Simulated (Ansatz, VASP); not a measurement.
This is a calculation of Ba for Ansatz 0.2.0.

Contents of input.yaml:

```yaml
crystal:
  lattice:
    - [-2.4726242257, 2.4726242257, 2.4726242257]
    - [2.4726242257, -2.4726242257, 2.4726242257]
    - [2.4726242257, 2.4726242257, -2.4726242257]
  atoms:
    - { symbol: Ba, position: [0.0, 0.0, 0.0] }
hamiltonian:
  xc: pbe
  pseudopotentials: { kind: paw }
kpoints:
  mp_grid: { grid: [8, 8, 8] }
scf:
  occupations: { method: fermi_dirac, width: 0.05 }
output:
  forces: true
  stress: true
  eigenvalues: true
```

Potentials or basis: Ansatz PAW.

Command:

```console
$ ansatz run input.yaml --threads 1 --pin off --max-ram 3584MiB --backend cpu --events-out ev --progress --plain --runs-dir out
```

Task: Set up the same calculation for VASP 6.6.1. Potentials there: VASP PAW PBE potentials, release 64 (Ba_sv).

Result: As run (the cutoff follows the program's own potentials):

File INCAR:

```
ALGO = Normal ; EDIFF = 1E-7
ENCUT = 520 ; GGA = PE
ISIF = 2 ; ISMEAR = -1
LASPH = T ; LCHARG = F
LREAL = F ; LWAVE = F
NBANDS = 11 ; NELM = 80
PREC = Accurate ; SIGMA = 0.05
```

Contents of KPOINTS:

```
k-points
0
Gamma
  8 8 8
```

File POSCAR:

```
Ba
1.0
   -2.4726242257      2.4726242257      2.4726242257
    2.4726242257     -2.4726242257      2.4726242257
    2.4726242257      2.4726242257     -2.4726242257
Ba
1
Direct
    0.0000000000      0.0000000000      0.0000000000
```

Potentials or basis: VASP PAW PBE potentials, release 64 (Ba_sv).

The run is started by

```bash
$ cat potpaw_PBE.64/Ba_sv/POTCAR > POTCAR
$ mpirun -np 1 vasp_std > vasp.out
```

Both were run:

|  | VASP | Ansatz | Ansatz less VASP |
| --- | --- | --- | --- |
| gap on the k mesh at the Fermi level (eV) | none | none | - |
| pressure (GPa) | 0.4 | 0.4 | -0.06 |

A gap of «none» marks a metal or a gap that the smearing closes.

Spin-orbit coupling is left out, which matters for the levels of Ba.
